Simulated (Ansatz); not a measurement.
The system is TiNi.

```
Ni Ti
1.0
     3.82195    0.00000    0.00000
     0.00000    3.82195    0.00000
     0.00000    0.00000    3.63625
Ni Ti
2 2
Direct
  0.00000 0.00000 0.00000
  0.50000 0.50000 0.00000
  0.50000 0.00000 0.51920
  0.00000 0.50000 0.48080
```

The cell comes from a database or a generator and needn't be the stable form of this composition.

Program: Ansatz 0.2.0. Alike in all runs: task projected density of states; potentials or basis Ansatz PAW; spin collinear, ferromagnetic start; cell as given; k mesh 4 × 4 × 4; smearing fermi-dirac 0.05 eV; the mesh is coarse, so values aren't converged.

Order these runs on this cell by their pressure, lowest first.
A. level LDA; cutoff (eV) 420
B. level r2SCAN; cutoff (eV) 500
C. level PBEsol; cutoff (eV) 420
D. level r2SCAN0; cutoff (eV) 500

A (-10.4 GPa), C (-4.6 GPa), B (-1.2 GPa), D (0.4 GPa).

Caveats: all runs use coarse meshes; the PAW data sets come from PBE, with cores solved anew for the run's functional, which leaves a small shift of forces and pressure; the density of states is complete only up to the lowest level of the last band computed; the magnetic or orbital state may not be the lowest (some runs); the thresholds are loose for stress (some runs); the starting moments weren't kept (some runs).
